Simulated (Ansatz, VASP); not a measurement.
# BAs: VASP beside Ansatz

```
B As
1.0
     0.00000    2.38850    2.38850
     2.38850    0.00000    2.38850
     2.38850    2.38850    0.00000
B As
1 1
Cartesian
  0.0000 0.0000 0.0000
  1.1943 1.1943 1.1943
```

Alike in both runs: task single point; functional r2SCAN; k mesh 6 × 6 × 6; occupations gaussian, width 0.1 eV; no spin polarisation.

|  | VASP | Ansatz |
| --- | --- | --- |
| version | VASP 6.6.1 | Ansatz 0.2.0 |
| potentials or method | VASP PAW PBE potentials, release 64 (B, As) | scalar-relativistic, plane waves, PAW |
| plane-wave cutoff (eV) | 520 | 500 |
| valence electrons in the cell | 8 | 18 |

```tsv
	VASP	Ansatz	Ansatz less VASP
gap on the k mesh at the Fermi level (eV)	1.46	1.46	+0.001
least direct gap on the mesh (eV)	3.44	3.44	-0.004
pressure (GPa)	0.9	0.7	-0.25
```

The two sets of potentials don't hold the same shells in valence.

Caveats: the PAW data sets were made with another functional, which shifts forces and pressure a little (VASP). r2SCAN opens gaps a little over a GGA but as a rule still falls short of measured ones. A k mesh can miss the band edges.
